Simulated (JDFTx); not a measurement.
**Tc in JDFTx: the effect of Hubbard term**

The system is Tc.

```
Tc
1.0
     2.74000    0.00000    0.00000
    -1.37000    2.37291    0.00000
     0.00000    0.00000    4.39800
Tc
2
Direct
  0.66667 0.33333 0.75000
  0.33333 0.66667 0.25000
```

Alike in all runs:

```yaml
Program: JDFTx 1.7.0 (patched build)
Task: single point
Functional: PBE
Potentials_or_basis: PseudoDojo-SR-PBE-0.5-standard with smoothed tails
Cutoff: 1143 eV
Density_cutoff: 9143 eV
k_mesh: 11 × 11 × 6
Occupations: fermi-dirac, width 0.05 eV
Spin: no spin polarisation
Local_potential_set_to_-Z/r_beyond: 6 bohr
Bands: 22
Density_cutoff_over_wavefunction_cutoff: 8
Max_SCF_steps: 100
SCF_threshold_on_the_energy: 1e-09 Ha
Solver_of_the_electrons: scf
Further_solve_for_the_empty_bands: yes
```

```tsv
Hubbard term	pressure (GPa)
none	3.1
Tc d U = 1 eV	0.1
Tc d U = 2 eV	-2.8
Tc d U = 3 eV	?
Tc d U = 4 eV	-8.8
Tc d U = 6 eV	-14.6
Tc d U = 8 eV	-20.4
```

**Question.** What does the run with Hubbard term Tc d U = 3 eV give?

**Answer.** Pressure -5.8 GPa.

Worked out: A straight line through the other rows of the pressure, of slope -2.94 GPa per eV, gives -5.8 GPa, against the run's -5.8.

Caveats: U without spin polarisation on a metal has little footing (some runs); the U is typed as a test and isn't derived for this compound (some runs).
